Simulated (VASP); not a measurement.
**Ge in VASP: how settings move the PBE single point**

Aim: see what changed inputs do to the PBE single point of Ge built on the diamond prototype, under -2.0 % equal strain in all directions.

Program: VASP 6.6.1. PAW datasets, plane waves. (Simulation; spin polarisation is off.)

**1. The structure to begin with**

The cell comes from an earlier relaxation with r2SCAN in another program.

Space group Fd-3m (No. 227), cubic; conventional cell a = 5.560 Å, 21.49 Å³ an atom. Near Ge stand 4 Ge at 2.41 Å.

Structure file:

```
CELL_PARAMETERS angstrom
0.00000 2.78014 2.78014
2.78014 0.00000 2.78014
2.78014 2.78014 0.00000
ATOMIC_POSITIONS crystal
Ge 0.00000 0.00000 0.00000
Ge 0.25000 0.25000 0.25000
```

**2. Baseline**

Input file INCAR:

```
ENCUT = 520.000000
SIGMA = 0.020000
EDIFF = 1.00e-07
GGA = PE
PREC = Accurate
IBRION = -1
ISIF = 2
ISMEAR = -1
NBANDS = 21
NELM = 120
NSW = 0
LASPH = .TRUE.
LCHARG = .FALSE.
LWAVE = .FALSE.
LREAL = .FALSE.
```

Input file KPOINTS:

```
KPOINTS created by Atomic Simulation Environment
0
Gamma
8 8 8
0 0 0
```

Input file POSCAR:

```
Ge
 1.0000000000000000
     0.0000000000000000    2.7801360418000001    2.7801360418000001
     2.7801360418000001    0.0000000000000000    2.7801360418000001
     2.7801360418000001    2.7801360418000001    0.0000000000000000
 Ge
   2
Cartesian
  0.0000000000000000  0.0000000000000000  0.0000000000000000
  1.3900680208999998  1.3900680208999998  1.3900680208999998
```

A file KPOINTS_OPT adds named points for the levels; it doesn't enter the self-consistent loop.

Potentials: the recommended PBE PAW datasets, 28 valence electrons.

The run is started by

```console
> mpirun -np 1 vasp_std
```

**3. Try 1**

Edit INCAR of step 2 so:

```diff
@@ -9,3 +9,2 @@
 NBANDS = 21
-NELM = 120
 NSW = 0
@@ -15 +14,3 @@
 LREAL = .FALSE.
+MAXMIX = 10
+NELM = 75
```

KPOINTS is that of step 2.

POSCAR is that of step 2.

**4. Try 2**

Edit INCAR of step 2 so:

```diff
@@ -4,3 +4,2 @@
 GGA = PE
-PREC = Accurate
 IBRION = -1
@@ -15 +14,4 @@
 LREAL = .FALSE.
+ALGO = Damped
+TIME = 0.2
+PREC = Normal
```

KPOINTS is that of step 2.

POSCAR is that of step 2.

**5. Try 3**

Edit INCAR of step 2 so:

```diff
@@ -9,3 +9,2 @@
 NBANDS = 21
-NELM = 120
 NSW = 0
@@ -14,2 +13,4 @@
 LWAVE = .FALSE.
-LREAL = .FALSE.
+LREAL = Auto
+IVDW = 21
+NELM = 91
```

KPOINTS is that of step 2.

POSCAR is that of step 2.

Q: Predict the outcome of this session. Wanted: for each run, changed; ending; energy change; pressure; electronic steps; usable.

As calculated:

| run | changed | ending | energy change (meV/atom) | pressure (GPa) | gap on the mesh (eV; negative: overlap) | electronic steps | time | usable |
| --- | --- | --- | --- | --- | --- | --- | --- | --- |
| ref. | – | converged | 0 | 8.0 | 0.35 | 13 | 37 s | yes |
| 1 | MAXMIX = 10, NELM = 75 | converged | 0.0 | 8.0 | 0.35 | 13 | 26 s | yes |
| 2 | ALGO = Damped, TIME = 0.2, PREC = Normal | converged | 0.0 | 8.0 | 0.35 | 28 | 18 s | yes |
| 3 | LREAL = Auto, IVDW = 21, NELM = 91 | converged | – | 6.8 | 0.35 | 13 | 75 s | yes |

**Reading.** Of 3 altered inputs, 3 gave usable results.
